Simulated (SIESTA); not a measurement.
Runs of SIESTA 5.4.2 on Ti. The structure is cubic, space group Fm-3m (No. 225). The conventional cell has a = 4.060 Å, b = 4.060 Å, c = 4.060 Å, α = 90.00°, β = 90.00°, γ = 90.00°. Around Ti (site symmetry m-3m) lie 12 Ti at 2.87 Å. This isn't the form of Ti at room conditions, which is hcp.

| potentials or basis | gap on the mesh (eV) | pressure (GPa) | relaxed volume (Å³/atom) |
| --- | --- | --- | --- |
| PseudoDojo 0.4 standard (PBE files), SZP (energy shift 0.003 Ry) | none | 0.0 | 17.98 |
| PseudoDojo 0.4 standard (PBE files), TZDP (energy shift 0.003 Ry; two zetas on semicore shells) | none | 0.0 | 17.42 |
| PseudoDojo 0.4 standard (PBE files), DZDP (energy shift 0.003 Ry; two zetas on semicore shells) | none | 0.0 | (b) |
| PseudoDojo 0.4 standard (PBE files), SZ (energy shift 0.003 Ry) | none | 0.0 | 15.97 |
| PseudoDojo 0.4 standard (PBE files), DZ (energy shift 0.003 Ry; two zetas on semicore shells) | none | 0.0 | (a) |

Alike in all rows: task relaxation of cell and atoms; level PBE; no spin polarisation; cell relaxed; k mesh 8 × 8 × 8; smearing fermi-dirac 0.05 eV; grid cutoff 800 Ry; energy shift 0.003 Ry.

Question: Fill in the values left out.

Answer: (a) 16.94; (b) 17.41.

Caveats: the basis of atomic orbitals isn't converged, which shifts pressures, moduli and gaps; the basis has no polarisation orbitals (some runs).

A gap of «none» marks a metal or a gap under the smearing width.
